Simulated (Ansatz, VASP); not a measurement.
One calculation of W, two programs

```
W
1.0
    -1.58234    1.58234    1.58234
     1.58234   -1.58234    1.58234
     1.58234    1.58234   -1.58234
W
1
Direct
  0.00000 0.00000 0.00000
```

Alike in both runs: task single point; functional PBE; k mesh 12 × 12 × 12; occupations gaussian, width 0.025 eV; no spin polarisation.

|  | VASP | Ansatz |
| --- | --- | --- |
| version | VASP 6.6.1 | Ansatz 0.2.0 |
| potentials or method | VASP PAW PBE potentials, release 64 (W_sv), cutoff 520 eV | all-electron LAPW, scalar-relativistic |

Ansatz gave:

```
gap on the k mesh at the Fermi level (eV) : none
pressure (GPa)                            : 6.1
```

Q: Which values does VASP return?

A: gap on the k mesh at the Fermi level (eV): none; pressure (GPa): 6.7.

A gap of «none» marks a metal or a gap that the smearing closes. Ansatz ran all-electron here, so the differences hold the error of VASP's frozen core and of both bases.

The runs have no spin-orbit coupling, so splittings on W are missing.
